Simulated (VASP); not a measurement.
Here is a VASP 6.6.1 calculation.

Contents of INCAR:

```
SYSTEM = ZrC
  PREC = Accurate
  ENCUT = 520
  EDIFF = 1E-6
  ISMEAR = 0
  SIGMA = 0.1
  LREAL = .False.
  LASPH = .True.
  NELM = 100
  ALGO = Normal
  ISIF = 2
  LWAVE = .False.
  LCHARG = .False.
  GGA = PS
  NBANDS = 15
```

The input KPOINTS:

```
Automatic mesh
0
Gamma
  6 6 6
  0 0 0
```

File POSCAR:

```
ZrC
1.0
    0.0000000000      2.3650000000      2.3650000000
    2.3650000000      0.0000000000      2.3650000000
    2.3650000000      2.3650000000      0.0000000000
Zr C
1 1
Direct
    0.5000000000      0.5000000000      0.5000000000
    0.0000000000      0.0000000000      0.0000000000
```

Potentials or basis: VASP PAW PBE potentials, release 64 (Zr_sv, C).

Command:

```bash
$ cat potpaw_PBE.64/Zr_sv/POTCAR potpaw_PBE.64/C/POTCAR > POTCAR
$ mpirun -np 1 vasp_std > vasp.out
```

(1) Predict the pressure.

(2) What does it give for the band gap on the k mesh?

Answers

(1) -8.1 GPa.

(2) none (metal or under the smearing width).

Caveat: the k mesh is coarse (spacing up to 0.38 Å⁻¹), so the values aren't converged; the PAW data sets were made with another functional, which shifts forces and pressure a little.
